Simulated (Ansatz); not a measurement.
# Zr: the cost of one run

Method: DFT PBE, scalar-relativistic, plane waves, PAW, in Ansatz 0.2.0.

2 further runs of the same task are left out: 1 that didn't finish, 1 set aside as unsound or not needed.

## (1) The starting structure

The structure is cubic, space group Fm-3m (No. 225). The conventional cell has a = 3.803 Å, b = 3.803 Å, c = 3.803 Å, α = 90.00°, β = 90.00°, γ = 90.00°. Rh (site symmetry m-3m) is surrounded by 12 Rh at 2.69 Å.

Structure file:

```xyz
1
Lattice="0.0000 1.9015 1.9016 1.9015 0.0000 1.9016 1.9015 1.9015 0.0000" Properties=species:S:1:pos:R:3 pbc="T T T"
Rh    0.0000    0.0000    0.0000
```

The structure comes from the Crystallography Open Database.

## (2) One element swapped, cell strained: Rh → Zr, first probe

The change: Zr takes all sites of Rh, and lengths are scaled by 1.139 as a first guess of the size; strain xx, yy, zz, yz, xz, xy = -3.2, -3.2, -3.2, +0.0, +0.0, +0.0 %.

The input, input.yaml:

```yaml
crystal:
  lattice:
    - [0.0, 2.096689766, 2.096689766]
    - [2.096689766, 0.0, 2.096689766]
    - [2.096689766, 2.096689766, 0.0]
  atoms:
    - { symbol: Zr, position: [0.0, 0.0, 0.0] }
basis:
  ecutwfc: 420
kpoints:
  mp_grid: { grid: [8, 8, 8] }
hamiltonian:
  xc: pbe
scf:
  occupations: { method: gaussian, width: 0.1 }
output:
  forces: true
  stress: true
  eigenvalues: true
```

Launch:

```bash
$ ansatz run input.yaml --threads 1 --pin off --max-ram 1331MiB --backend cpu --events-out ev --progress --plain --runs-dir out
```

Q: Estimate wall time and peak memory on 1 thread of an x86-64 CPU, shared host.

About 1.5 s, with a peak of 0.28 GiB.
